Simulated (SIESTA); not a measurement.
Wanted: the native input for a SIESTA 5.4.2 run.

| Property | Result |
| --- | --- |
| Task | band structure |
| Functional | PBE |
| Potentials or basis | PseudoDojo 0.4 standard (PBE files) |
| Basis | DZP (energy shift 0.003 Ry; two zetas on semicore shells) |
| Grid cutoff | 800 Ry |
| Energy shift | 0.003 Ry |
| k mesh | 10 × 10 × 8 |
| Occupations | fermi-dirac, width 0.05 eV |
| Spin | no spin polarisation |
| Hubbard terms | Ti d U = 6 eV |
| Hubbard projector method | 1 |
| U from the first cycle | yes |

TiB2:

```xyz
3
Lattice="3.0292 0.0000 0.0000 -1.5146 2.6234 0.0000 0.0000 0.0000 3.2284" Properties=species:S:1:pos:R:3 pbc="T T T"
Ti    0.0000    0.0000    0.0000
B     1.5146    0.8745    1.6142
B     0.0000    1.7489    1.6142
```

One way to write it, as run:

TiB2.fdf

```
SystemName                      TiB2
SystemLabel                     TiB2
NumberOfSpecies                 2
NumberOfAtoms                   3
%block ChemicalSpeciesLabel
  1  22 Ti
  2   5 B
%endblock ChemicalSpeciesLabel
%include structure.fdf

%block kgrid.MonkhorstPack
   10   0   0  0.0
    0  10   0  0.0
    0   0   8  0.0
%endblock kgrid.MonkhorstPack
XC.Functional                   GGA
XC.Authors                      PBE
PAO.BasisSize                   DZP
PAO.EnergyShift                 0.003 Ry
Mesh.Cutoff                     800 Ry
DFTU.ProjectorGenerationMethod  1
%block DFTU.Proj
  Ti 1
  n=3 2
  6.00 0.00
  0.0
%endblock DFTU.Proj
DFTU.PopTol                     1.0e-5
DFTU.FirstIteration             true
OccupationFunction              FD
ElectronicTemperature           0.05 eV
MaxSCFIterations                200
SCF.MustConverge                false
SCF.Mixer.Method                Pulay
SCF.Mixer.Weight                0.1
SCF.Mixer.History               10
SCF.DM.Tolerance                5.0e-05
SCF.H.Tolerance                 1.0e-03 eV
WriteForces                     true
Charge.Mulliken                 end
Charge.Hirshfeld                end
Charge.Voronoi                  end
SaveRho                         true
SaveElectrostaticPotential      true
BandLinesScale                  ReciprocalLatticeVectors
%block BandLines
    1    0.000000   0.000000   0.000000  \Gamma
   10    0.500000   0.000000   0.000000  M
    6    0.333333   0.333333   0.000000  K
   12    0.000000   0.000000   0.000000  \Gamma
    8    0.000000   0.000000   0.500000  A
   10    0.500000   0.000000   0.500000  L
    6    0.333333   0.333333   0.500000  H
   12    0.000000   0.000000   0.500000  A
    1    0.500000   0.000000   0.500000  L
    8    0.500000   0.000000   0.000000  M
    1    0.333333   0.333333   0.000000  K
    8    0.333333   0.333333   0.500000  H
%endblock BandLines
%block PAO.Basis
  Ti 5
  n=3 0 2
    3.144 0.000
  n=4 0 2
    8.756 0.000
  n=3 1 2
    3.568 0.000
  n=4 1 1
    8.756
  n=3 2 2
    6.267 0.000
%endblock PAO.Basis
```

structure.fdf

```
LatticeConstant                 1.0 Ang
%block LatticeVectors
     3.0292000000     0.0000000000     0.0000000000
    -1.5146000000     2.6233641531     0.0000000000
     0.0000000000     0.0000000000     3.2284000000
%endblock LatticeVectors
AtomicCoordinatesFormat         Fractional
%block AtomicCoordinatesAndAtomicSpecies
     0.0000000000     0.0000000000     0.0000000000  1  Ti
     0.6666666667     0.3333333333     0.5000000000  2  B
     0.3333333333     0.6666666667     0.5000000000  2  B
%endblock AtomicCoordinatesAndAtomicSpecies
```

Potentials or basis: PseudoDojo 0.4 standard (PBE files), DZP (energy shift 0.003 Ry; two zetas on semicore shells).

Command:

```console
$ siesta TiB2.fdf > TiB2.out 2>&1
```

It gave:

The pressure is 17.6 GPa and the band gap on the k mesh is none (metal or under the smearing width). The hirshfeld charges are Ti +0.34; B -0.17 e and the voronoi charges are Ti +0.48; B -0.24 e.

Caveat: Mulliken charges of long-ranged orbitals can have an unphysical sign; the basis of atomic orbitals isn't converged, which shifts pressures, moduli and gaps; U without spin polarisation on a metal has little footing; the U is typed as a test and isn't derived for this compound.

It took 13 min on 1 thread of Arm Neoverse V1, with other jobs on the host, peak memory 0.46 GiB.
